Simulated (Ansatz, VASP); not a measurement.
## Two plane-wave programs on Os

```xyz
4
Lattice="2.0623 -3.4951 0.0000 2.0623 3.4951 0.0000 0.0000 0.0000 4.1300" Properties=species:S:1:pos:R:3 pbc="T T T"
Os    2.0623    2.4291    0.3242
Os    2.0623   -1.0660    1.7408
Os    2.0623   -2.4291    3.8058
Os    2.0623    1.0660    2.3892
```

Alike in both runs: task single point; functional r2SCAN; k mesh 6 × 6 × 4; occupations gaussian, width 0.1 eV; no spin polarisation.

|  | VASP | Ansatz |
| --- | --- | --- |
| version | VASP 6.6.1 | Ansatz 0.2.0 |
| potentials or method | VASP PAW PBE potentials, release 64 (Os) | scalar-relativistic, plane waves, PAW |
| plane-wave cutoff (eV) | 520 | 500 |
| valence electrons in the cell | 32 | 64 |

Ansatz gave:

- gap on the k mesh at the Fermi level (eV): none
- rms of the force components (eV/Å): 0.335

Question: Which values does VASP return?

Answer: gap on the k mesh at the Fermi level (eV): none; rms of the force components (eV/Å): 0.372.

Atom by atom the forces differ by 0.248 eV/Å (rms over components). A gap of «none» marks a metal or a gap that the smearing closes. The functional is the same, so the differences come from potentials, cutoffs and numerics. The two sets of potentials don't hold the same shells in valence.

Caveats: the k mesh is coarse (spacing up to 0.38 Å⁻¹), so the values aren't converged; the PAW data sets were made with another functional, which shifts forces and pressure a little (VASP). The runs have no spin-orbit coupling, so splittings on Os are missing.
